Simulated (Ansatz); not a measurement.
The polar optical mode of KF at 25 GPa, worked through

The calculation used Ansatz, DFT PBEsol, scalar-relativistic, plane waves, PAW. Plane waves to 420 eV; Γ-centred k mesh 8×8×8; fixed occupations. No spin polarisation. Phonons by linear response, acoustic sum rule imposed.

The cell, relaxed at 25 GPa:
```xyz
2
Lattice="0.0000 2.3768 2.3768 2.3768 0.0000 2.3768 2.3768 2.3768 0.0000" Properties=species:S:1:pos:R:3 pbc="T T T"
K     0.0000    0.0000    0.0000
F     2.3768    2.3768    2.3768
```

Other phases may be more stable at this pressure.

Linear response gives ν_TO = 354.8 cm⁻¹, Born charges ±1.213 e (positive on K) and ε∞ = 2.292. The primitive cell holds 26.854 Å³, and the masses are 39.098 and 18.998 amu.

Task: Find ν_LO and the static dielectric constant.

Result: The long-wave field adds a restoring force: ω_LO² − ω_TO² = Z*²e²/(ε_vac ε∞ μV). In these units ν_LO² − ν_TO² = 4.92064×10⁷ Z*²/(μ V ε∞) cm⁻², with μ = m₁m₂/(m₁ + m₂) = 12.786 amu: 91959 cm⁻². So ν_LO = √(354.8² + 91959) = 466.8 cm⁻¹, and the run gives 466.8. Lyddane–Sachs–Teller then gives ε0 = ε∞ (ν_LO/ν_TO)² = 3.97, against 3.97 in the run (it forms both from the same three quantities, so the match checks the arithmetic only). Between ν_TO and ν_LO the dielectric function is negative and an undamped crystal reflects fully: a reststrahlen band from 21.4 to 28.2 μm.

Task: What do the Clausius–Mossotti polarisability and the Szigeti charge come to?

Result: With the Lorentz local field, α = (3V/4π)(ε∞ − 1)/(ε∞ + 2) = 1.93 Å³ for the pair, and e_S = 3Z*/(ε∞ + 2) = 0.85 e. The Born charge includes the electrons' response to the dipole's own local field, and e_S takes that enhancement out. The Lorentz field assumes point-like polarisable ions, a fair picture at this small ε∞.

Task: How strongly does a slow electron couple to the LO mode?

Result: For one isotropic parabolic band, Fröhlich's constant is α_F = (1/ε∞ − 1/ε0) √(m* Ry/ħω_LO), with Ry = 13.606 eV, ħω_LO = 57.9 meV and m* in free-electron masses: α_F = 0.1842 × 15.33 × √m* = 2.82 √m*. The band mass isn't part of this run; for m* = 0.1, 0.3 and 1 it gives 0.89, 1.55, 2.82. In weak coupling the polaron lies α_F ħω_LO below the band edge (90 meV at m* = 0.3) with a mass m*(1 + α_F/6); past α_F of about 5 or 6 that expansion fails. A semilocal functional's ε∞ tends to be too large, which taken alone lowers α_F.

Cost: 1 run of about 0.22 core-minutes, on AMD EPYC 7R43 (Zen 3) (shared hosts).